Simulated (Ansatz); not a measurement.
# Mg2ZnO3: the cost of one run

Computed with Ansatz 0.2.0 (DFT PBE, scalar-relativistic, plane waves, PAW, unless a step's input says otherwise).

### 1 Starting point

It takes space group Cmmm (No. 65, orthorhombic). Conventional cell: a = 5.349 Å, b = 6.544 Å, c = 4.128 Å, α = 90.00°, β = 90.00°, γ = 90.00°. Mg (site symmetry 2/m) is surrounded by 2 O at 1.64 Å. Zn (site symmetry mmm) is surrounded by 2 O at 1.41 Å. Around O (site symmetry 2mm) lie 1 Zn at 1.41 Å and 2 Mg at 1.64 Å. O (site symmetry mmm) is surrounded by 2 Zn at 2.06 Å.

Coordinates:

```cif
data_structure
_symmetry_space_group_name_H-M 'P 1'
_symmetry_Int_Tables_number 1
_cell_length_a 4.2260
_cell_length_b 4.2260
_cell_length_c 4.1279
_cell_angle_alpha 90.000
_cell_angle_beta 90.000
_cell_angle_gamma 101.479
_cell_volume 72.24
loop_
_atom_site_label
_atom_site_type_symbol
_atom_site_fract_x
_atom_site_fract_y
_atom_site_fract_z
_atom_site_occupancy
Mg1 Mg 0.00000 0.50000 0.00000 1
Mg2 Mg 0.50000 0.00000 0.00000 1
Zn1 Zn 0.00000 0.00000 0.00000 1
O1 O 0.26356 0.26356 0.00000 1
O2 O 0.73644 0.73644 0.00000 1
O3 O 0.00000 0.00000 0.50000 1
```

A structure generator made this guess: random cell by space group and Wyckoff sites (Cmmm, No. 65). Lengths come from tabulated atomic sizes and are only a guess.

### 2 A first look at the guess

Contents of input.yaml:

```yaml
crystal:
  lattice:
    - [2.67437068, -3.2720696, 0.0]
    - [2.67437068, 3.2720696, 0.0]
    - [0.0, 0.0, 4.12788347]
  atoms:
    - { symbol: Mg, position: [0.0, 0.5, 0.0] }
    - { symbol: Mg, position: [0.5, 0.0, 0.0] }
    - { symbol: Zn, position: [0.0, 0.0, 0.0] }
    - { symbol: O, position: [0.26356172, 0.26356172, 0.0] }
    - { symbol: O, position: [0.73643828, 0.73643828, 0.0] }
    - { symbol: O, position: [0.0, 0.0, 0.5] }
basis:
  ecutwfc: 420
kpoints:
  mp_grid: { grid: [4, 4, 4] }
hamiltonian:
  xc: pbe
scf:
  occupations: { method: gaussian, width: 0.1 }
  lower_state_search: "off"
output:
  forces: true
  stress: true
  eigenvalues: true
```

On the command line:

```console
> ansatz run input.yaml --threads 1 --pin off --max-ram 2560MiB --backend cpu --events-out ev --progress --plain --runs-dir out
```

What time and memory should one allow on 1 thread of Intel Xeon at 2.70GHz, shared host?

About 4 s, with a peak of 0.37 GiB.
